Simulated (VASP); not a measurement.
# P: single point with PBEsol

The system is P.

```
CELL_PARAMETERS angstrom
1.64774 -5.46504 0.00000
1.64774 5.46504 0.00000
0.00000 0.00000 4.54364
ATOMIC_POSITIONS crystal
P 0.91262 0.10718 0.59324
P 0.09423 0.90635 0.41410
P 0.59181 0.40672 0.09350
P 0.40068 0.58277 0.90595
```

The cell isn't the ideal one: atoms moved at random, drawn with an rms of 0.05 Å.

```
Program             : VASP 6.6.1
Task                : single point
Functional          : PBEsol
Potentials or basis : VASP PAW PBE potentials, release 64 (P)
Cutoff              : 520 eV
k mesh              : 8 × 8 × 6
Occupations         : fermi-dirac, width 0.05 eV
Spin                : no spin polarisation
```

```json
{
  "Pressure": "1.3 GPa",
  "Largest force": "1.389 eV/Å",
  "Band gap on the k mesh": "0.24 eV, direct"
}
```

Forces in eV/Å, atoms in the order of the input:
```
P   -0.738 -0.031 -0.679
P   -0.026  0.004  0.167
P    0.036 -0.883 -0.245
P    0.728  0.909  0.758
```

Stress tensor (GPa, compression positive):
```
-0.07 -0.13  1.73
-0.13  2.27  0.14
 1.73  0.14  1.56
```

Levels at points of the mesh, in eV from the valence-band top:
```
           k point  band 7  band 8  band 9  band 10  band 11  band 12  band 13  band 14
(0.00, 0.00, 0.00)   -4.27   -2.81   -2.60    -1.13     0.62     0.77     1.76     2.76
(0.50, 0.00, 0.00)   -3.52   -3.37   -2.81    -2.51     0.52     0.74     1.46     1.63
(0.00, 0.50, 0.00)   -3.50   -3.39   -2.76    -2.56     0.50     0.78     1.38     1.71
(0.50, 0.50, 0.00)   -4.35   -2.52   -1.50     0.00     0.24     0.60     1.95     2.67
(0.00, 0.00, 0.50)   -3.56   -3.34   -1.80    -1.76     1.24     1.40     2.78     3.11
(0.50, 0.00, 0.50)   -5.41   -5.22   -1.87    -1.60     1.61     1.70     3.24     3.48
(0.00, 0.50, 0.50)   -5.43   -5.21   -1.84    -1.62     1.51     1.81     3.26     3.45
(0.50, 0.50, 0.50)   -2.87   -2.73   -2.09    -2.00     1.21     1.36     2.62     2.76
```

Run time: 3.5 min on 1 thread of AMD EPYC 9R45 (Zen 5), with other jobs on the host, peak memory 0.33 GiB.

Caveat: the PAW data sets were made with another functional, which shifts forces and pressure a little. A k mesh can miss the band edges.
